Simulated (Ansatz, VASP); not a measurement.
AlN in VASP and in Ansatz

```xyz
4
Lattice="3.0577 0.0000 0.0000 -1.5289 2.6480 0.0000 0.0000 0.0000 4.9436" Properties=species:S:1:pos:R:3 pbc="T T T"
Al    0.0000    1.7654    0.0122
Al    1.5289    0.8827    2.4840
N     0.0000    1.7654    1.8911
N     1.5289    0.8827    4.3629
```

Alike in both runs: functional LDA; k mesh 9 × 9 × 6; occupations gaussian, width 0.05 eV; no spin polarisation.

Ansatz relaxed the structure, and its values are those at the end. VASP's run is a single point on that final structure, the one shown.

|  | VASP | Ansatz |
| --- | --- | --- |
| version | VASP 6.6.1 | Ansatz 0.2.0 |
| potentials or method | VASP PAW LDA potentials, release 64 (Al, N) | scalar-relativistic, plane waves, PAW |
| plane-wave cutoff (eV) | 520 | 520 |
| valence electrons in the cell | 16 | 16 |

Ansatz gave:

```
gap on the k mesh at the Fermi level (eV) : 4.65
least direct gap on the mesh (eV)         : 4.65
pressure (GPa)                            : 4.5
```

Question: What did VASP give for the same quantities?

Answer: gap on the k mesh at the Fermi level (eV): 4.66; least direct gap on the mesh (eV): 4.66; pressure (GPa): 5.2.

Ansatz warned: «pseudo_functional_mismatch».

Caveats: an odd mesh through Γ misses points on the zone boundary, where band edges often lie.
